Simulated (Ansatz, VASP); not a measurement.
# Two plane-wave programs on Zn

```
Zn
1.0
     0.00000    1.90583    1.96478
     1.90583    0.00000    1.96478
     1.90583    1.90583    0.00000
Zn
1
Direct
  0.00000 0.00000 0.00000
```

Change from the starting cell: strain -0.030 along x and y, +0.000 along z, atoms carried along.

Alike in both runs: task single point; functional PBEsol; k mesh 20 × 20 × 20; occupations gaussian, width 0.15 eV; no spin polarisation.

|  | VASP | Ansatz |
| --- | --- | --- |
| version | VASP 6.6.1 | Ansatz 0.2.0 |
| potentials or method | VASP PAW PBE potentials, release 64 (Zn) | scalar-relativistic, plane waves, PAW |
| plane-wave cutoff (eV) | 520 | 420 |
| valence electrons in the cell | 12 | 12 |

Ansatz gave:

```
gap on the k mesh at the Fermi level (eV)       : none
pressure (GPa)                                  : -0.7
largest component of the traceless stress (GPa) : 1.91
```

Question: Estimate VASP's values.

Answer: gap on the k mesh at the Fermi level (eV): none; pressure (GPa): -0.2; largest component of the traceless stress (GPa): 1.91.

A gap of «none» marks a metal or a gap that the smearing closes. The functional is the same, so the differences come from potentials, cutoffs and numerics.

Caveats: the PAW data sets were made with another functional, which shifts forces and pressure a little (VASP).
